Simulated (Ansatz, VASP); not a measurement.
# GaN in VASP and in Ansatz

File INCAR:

```
SYSTEM = GaN
ALGO = Normal ; EDIFF = 1E-6
ENCUT = 520 ; GGA = PE
ISIF = 2 ; ISMEAR = 0
LASPH = .True. ; LCHARG = .True.
LELF = .True. ; LREAL = .False.
LVHAR = .True. ; LWAVE = .False.
NBANDS = 16 ; NELM = 60
PREC = Accurate ; SIGMA = 0.01
```

Contents of KPOINTS:

```
k-points
0
Gamma
  6 6 6
  0 0 0
```

Contents of POSCAR:

```
GaN
1.0
    0.0000000000      2.2535006100      2.2535006100
    2.2535006100      0.0000000000      2.2535006100
    2.2535006100      2.2535006100      0.0000000000
Ga N
1 1
Direct
    0.0000000000      0.0000000000      0.0000000000
    0.7499999989      0.7499999989      0.7499999989
```

Input for Ansatz:

```yaml
crystal:
  lattice:
    - [0.0, 2.25350061, 2.25350061]
    - [2.25350061, 0.0, 2.25350061]
    - [2.25350061, 2.25350061, 0.0]
  atoms:
    - { symbol: Ga, position: [0.0, 0.0, 0.0] }
    - { symbol: "N", position: [0.7499999988906149, 0.7499999988906149, 0.7499999988906149] }
kpoints:
  mp_grid:
    grid: [6, 6, 6]
hamiltonian:
  xc: pbe
scf:
  occupations:
    method: fixed
output:
  eigenvalues: true
```

The cell is a database's computed one.

Alike in both runs: task single point; functional PBE; k mesh 6 × 6 × 6; no spin polarisation.

|  | VASP | Ansatz |
| --- | --- | --- |
| version | VASP 6.6.1 | Ansatz 0.2.0 |
| potentials or method | VASP PAW PBE potentials, release 64 (Ga_d, N) | plane waves, PAW |
| plane-wave cutoff (eV) | 520 | 420 |
| occupations | gaussian, width 0.01 eV | fixed |
| valence electrons in the cell | 18 | 18 |

```tsv
	VASP	Ansatz	Ansatz less VASP
gap on the k mesh at the Fermi level (eV)	1.72	1.71	-0.007
```

Expect the measured gap to be larger: semilocal functionals such as PBE lack the derivative discontinuity.
